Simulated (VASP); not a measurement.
# BN: restarted molecular dynamics, 2 variants

BN, P6_3mc (no. 186), 8 atoms in the cell. PBE, molecular dynamics; PAW potentials N, B (PBE set).

| Restart from | Temperature at the end (K) | The same without a restart (K) | Potential energy at the end (eV/atom) | The same without a restart (eV/atom) | Electronic steps in the first step after the restart | Time (s) |
|---|---|---|---|---|---|---|
| CONTCAR with velocities, WAVECAR read | 438.0 | 438.0 | -8.63599 | -8.63599 | 4 | 264 |
| CONTCAR with velocities, no WAVECAR | 438.0 | 438.0 | -8.63599 | -8.63599 | 13 | 212 |

Limits: 60 fs of 8 atoms are too short for converged averages; the cell is only 2.6 Å across, so each atom moves in step with near copies of itself.

## Input of the first row

INCAR.step1:
```
GGA = PE
PREC = Normal
ENCUT = 400
EDIFF = 1E-6
NELMIN = 4
NELM = 60
ALGO = Normal
LREAL = Auto
LASPH = T
ISMEAR = 0
SIGMA = 0.05
ISYM = 0
LWAVE = T
LCHARG = F
IBRION = 0
NSW = 30
POTIM = 1.0
TEBEG = 1000
ISIF = 2
RANDOM_SEED = 702445 0 0
MDALGO = 2
SMASS = -3
KPAR = 2
```

INCAR.step2, as INCAR.step1 but for:
```
- LWAVE = T
+ LWAVE = F
```

KPOINTS:
```
k-points
0
Gamma
  4 2 3
```

POSCAR.step1:
```
BN
1.0
    2.5539396017      0.0000000000      0.0000000000
    0.0000000000      4.4235531496      0.0000000000
    0.0000000000      0.0000000000      4.2268550000
N B
4 4
Direct
    0.0000000000      0.3333333334      0.1252760000
    0.4999999999      0.8333333334      0.1252760000
    0.5000000000      0.1666666666      0.6252760000
    0.0000000001      0.6666666666      0.6252760000
    0.0000000000      0.3333333334      0.4997240000
    0.4999999999      0.8333333334      0.4997240000
    0.5000000000      0.1666666666      0.9997240000
    0.0000000001      0.6666666666      0.9997240000
```

Commands (each step's output is kept before the next begins):
```
cat potpaw_PBE.64/N/POTCAR potpaw_PBE.64/B/POTCAR > POTCAR
cp INCAR.step1 INCAR
cp POSCAR.step1 POSCAR
mpirun -np 2 vasp_std > vasp.out
cp CONTCAR POSCAR
cp INCAR.step2 INCAR
mpirun -np 2 vasp_std > vasp.out
```

Changes of the last row against the first:
```
(step 1)
- LWAVE = True
+ LWAVE = False
```

VASP 6.6.1 took 264 s on 2 cores (AMD EPYC 7R43 (Zen 3)), a shared host.
